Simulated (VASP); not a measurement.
# CaSe (F-43m) in VASP: settings compared, part 2 of 2

VASP 6.6.1. Earlier steps stand in the parts before.

## (5) Atomic charges, PBEsol+rVV10

The input, INCAR:

```
SYSTEM = CaSe
PREC = Accurate
ENCUT = 520
EDIFF = 1E-6
ISMEAR = 0
SIGMA = 0.05
LREAL = .False.
LASPH = .True.
NELM = 100
ALGO = Fast
ISIF = 2
LWAVE = .False.
LCHARG = .False.
GGA = PS
LUSE_VDW = .True.
IVDW_NL = 2
BPARAM = 20.0
CPARAM = 0.0093
LORBIT = 10
```

The input, KPOINTS:

```
regular mesh
0
Gamma
  7 7 7
  0 0 0
```

The input, POSCAR:

```
CaSe
1.0
    0.0000000000      3.3000000000      3.3000000000
    3.3000000000      0.0000000000      3.3000000000
    3.3000000000      3.3000000000      0.0000000000
Se Ca
1 1
Direct
    0.2500000000      0.2500000000      0.2500000000
    0.0000000000      0.0000000000      0.0000000000
```

Potentials or basis: VASP PAW PBE potentials, release 64 (Se, Ca_sv).

On the command line:

```sh
$ cat potpaw_PBE.64/Se/POTCAR potpaw_PBE.64/Ca_sv/POTCAR > POTCAR
$ mpirun -np 1 vasp_std > vasp.out
```

OUTCAR:

```text
SYSTEM = CaSe
   PREC = Accurate
   ENCUT = 520
   EDIFF = 1E-6
   ISMEAR = 0
   LREAL = .False.
   LASPH = .True.
   NELM = 100
   ISIF = 2
   GGA = PS
   IVDW_NL = 2
   BPARAM = 20.0
   LORBIT = 10

 ion  position               nearest neighbor table
   1  0.250  0.250  0.250-   2 2.86   2 2.86   2 2.86   2 2.86
   2  0.000  0.000  0.000-   1 2.86   1 2.86   1 2.86   1 2.86

  LATTYP: Found a face centered cubic cell.
 ALAT       =     6.6000000000

  Lattice vectors:

[... 489 lines left out ...]
  -------------------------------------------------------------------------------------
  Total       -0.6882914     -0.6882914     -0.6882914      0.0000000      0.0000000      0.0000000
  in kB      -15.3430293    -15.3430293    -15.3430293      0.0000000      0.0000000      0.0000000
  external PRESSURE =     -15.3430293 kB  Pullay stress =       0.0000000 kB

 VOLUME and BASIS-vectors are now :
 -----------------------------------------------------------------------------
  energy-cutoff  :      520.00
  volume of cell :       71.87
      direct lattice vectors                 reciprocal lattice vectors
     0.000000000  3.300000000  3.300000000    -0.151515152  0.151515152  0.151515152
     3.300000000  0.000000000  3.300000000     0.151515152 -0.151515152  0.151515152
     3.300000000  3.300000000  0.000000000     0.151515152  0.151515152 -0.151515152

 POSITION                                       TOTAL-FORCE (eV/Angst)
 -----------------------------------------------------------------------------------
      1.65000      1.65000      1.65000         0.000000      0.000000      0.000000
      0.00000      0.00000      0.00000        -0.000000     -0.000000     -0.000000
 -----------------------------------------------------------------------------------
    total drift:                                0.000000      0.000000      0.000000

  FREE ENERGIE OF THE ION-ELECTRON SYSTEM (eV)
  ---------------------------------------------------
  free  energy   TOTEN  =        -9.1856282889 eV

  energy  without entropy=       -9.1856282889  energy(sigma->0) =       -9.18562829

 total charge

# of ion       s       p       d       tot
------------------------------------------
    1        1.433   2.464   0.003   3.900
    2        2.042   5.845   0.231   8.119
--------------------------------------------------
tot          3.475   8.310   0.234  12.019
```

OSZICAR:

```text
N       E                     dE             d eps       ncg     rms          rms(c)
DAV:   1     0.110499951782E+03    0.11050E+03   -0.73137E+03   480   0.117E+03
DAV:   2    -0.336811050272E+01   -0.11387E+03   -0.10841E+03   540   0.267E+02
DAV:   3    -0.915949537721E+01   -0.57914E+01   -0.57462E+01   608   0.589E+01
[... 12 lines left out ...]
RMM:  16    -0.918562136705E+01   -0.10176E-04   -0.99146E-05   665   0.340E-02    0.125E-02
RMM:  17    -0.918562558432E+01   -0.42173E-05   -0.39080E-05   663   0.217E-02    0.154E-02
RMM:  18    -0.918562757150E+01   -0.19872E-05   -0.14319E-05   600   0.150E-02    0.152E-02
RMM:  19    -0.918562887185E+01   -0.13003E-05   -0.66159E-06   567   0.124E-02    0.122E-02
RMM:  20    -0.918562828889E+01    0.58296E-06   -0.30222E-06   524   0.985E-03
   1 F= -.91856283E+01 E0= -.91856283E+01  d E =-.471620E-19
```

stdout:

```text
POSCAR found type information on POSCAR SeCa
 POSCAR found :  2 types and       2 ions
 scaLAPACK will be used
 -----------------------------------------------------------------------------
|                                                                             |
|                                                                             |
|     You have switched on vdW-DFT.                                           |
[... 25 lines left out ...]
Total rVV10 correction in eV:      0.2042083    17.3720637
Total rVV10 correction in eV:      0.2133791    17.3720639
Total rVV10 correction in eV:      0.2245852    17.3720639
Total rVV10 correction in eV:      0.2262030    17.3720639
Total rVV10 correction in eV:      0.2288027    17.3720639
Total rVV10 correction in eV:      0.2289987    17.3720639
[... 10 lines left out ...]
Total rVV10 correction in eV:      0.2300354    17.3720639
Total rVV10 correction in eV:      0.2300500    17.3720639
```

Run time: 90 s. Hardware: 1 thread of Intel Xeon Platinum 8488C (Sapphire Rapids), shared host; peak memory 0.38 GiB.

What came out:

| Quantity | Value |
| --- | --- |
| Free energy | -9.1856 eV |
| Pressure | -1.5 GPa |
| Band gap on the k mesh | 2.95 eV, indirect (least direct gap 3.04 eV) |
| Valence electrons inside the program's atomic spheres | Se 3.90; Ca 8.12 |

Levels at points of the mesh, in eV from the valence-band top:
```csv
k point,band 6,band 7,band 8,band 9,band 10,band 11
"(0.00, 0.00, 0.00)",-0.09,-0.09,-0.09,2.95,5.31,5.31
```

Caveat: the PAW data sets were made with another functional, which shifts forces and pressure a little; an odd mesh through Γ misses points on the zone boundary, where band edges often lie.

## (6) For comparison

An earlier run on the cell as given: functional PBE; potentials or basis VASP PAW PBE potentials, release 64 (Se, Ca_sv); cutoff 520 eV; k mesh 7 × 7 × 7; occupations fermi-dirac, width 0.05 eV; no spin polarisation.

- Pressure: -0.1 GPa
- Band gap on the k mesh: 3.15 eV, indirect (least direct gap 3.24 eV)

## (7) Overview

| task | level | potentials or basis | spin | k mesh | cutoff (eV) | smearing | gap on the mesh (eV) | pressure (GPa) |
| --- | --- | --- | --- | --- | --- | --- | --- | --- |
| single point | PBE | VASP PAW PBE potentials, release 64 (Se_GW, Ca_sv_GW) | off | 7 × 7 × 7 | 550 | gaussian 0.02 eV | 3.15 | -0.3 |
| single point | LAK | VASP PAW PBE potentials, release 64 (Se_GW, Ca_sv_GW) | SOC, no magnetisation | 5 × 5 × 5 | 550 | tetrahedron | - | -0.3 |
| atomic charges | PBEsol+rVV10 | VASP PAW PBE potentials, release 64 (Se, Ca_sv) | off | 7 × 7 × 7 | 520 | gaussian 0.05 eV | 2.95 | -1.5 |
| single point | PBE | VASP PAW PBE potentials, release 64 (Se, Ca_sv) | off | 7 × 7 × 7 | 520 | fermi-dirac 0.05 eV | 3.15 | -0.1 |

Alike in all rows: cell as given.

Caveats: an odd mesh through Γ misses points on the zone boundary, where band edges often lie (some runs); the PAW data sets were made with another functional, which shifts forces and pressure a little (some runs).

Absolute energies hang on the potentials; compare differences alone.
